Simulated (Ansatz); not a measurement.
**Zone-centre phonons of CdTe at 1.9 GPa: input and output**

All numbers below come from Ansatz 0.2.0, DFT r2SCAN+D3(BJ), scalar-relativistic, plane waves, PAW.

Launched with:
```bash
ansatz run input.yaml --threads 1 --pin off --max-ram 2560MiB --backend cpu --events-out ev --progress --plain --runs-dir out
```

Input (bare energies are in eV):
```yaml
crystal:
  lattice:
    - [3.6996, 0.0, 0.0]
    - [0.0, 3.6996, 0.0]
    - [0.0, 0.0, 3.6996]
  atoms:
    - { symbol: Cd, position: [0.0, 0.0, 0.0] }
    - { symbol: Te, position: [0.5, 0.5, 0.5] }
basis:
  ecutwfc: 500
kpoints:
  mp_grid: { grid: [12, 12, 12] }
hamiltonian:
  xc: r2scan
  dispersion: d3bj
scf:
  occupations: { method: fermi_dirac, width: 0.15 }
output:
  eigenvalues: true
phonons:
  method: dfpt
  eigenvectors: true
```

The end of the output:
```
--- Phonons (Γ-DFPT): 2 representative perturbations + reference, on 196 of 1728 k-points (Σ response iterations 15) ---
  k mesh reduced under 8 symmetry operations, with k and −k counted as one. Each operation leaves every solved perturbation unchanged. A smaller set is not considered because the functional reads the kinetic-energy density
  ASR residual: 2.147e-4 → 0.000e0 eV/Å²; symmetrization residual: 3.804e-5 eV/Å²
  pairwise dispersion correction: d3bj (s6 = 1.0, s8 = 0.78981345, a1 = 0.49484001, a2_bohr = 5.73083694), with the weights of each atom's references fixed at the reference crystal's, and the forces and stress that the weights' published ...
  ASR residual per site (eV/Å²): 1.23e-4 2.15e-4
  Γ frequencies (cm⁻¹): 0.00 0.00 0.00 60.21 60.21 60.21
  non-analytic LO–TO correction: not included (Born effective charges unavailable; polar crystals: no LO–TO splitting at Γ)
```

Time: 8.2 min on 1 thread of Arm Neoverse N1, with other jobs on the host, peak memory 1.4 GiB.

The cell is the ideal cubic caesium chloride prototype; this isn't the usual structure of the compound. In a metal, frequencies and elastic constants depend on the k mesh and the smearing, soft modes and shear constants most.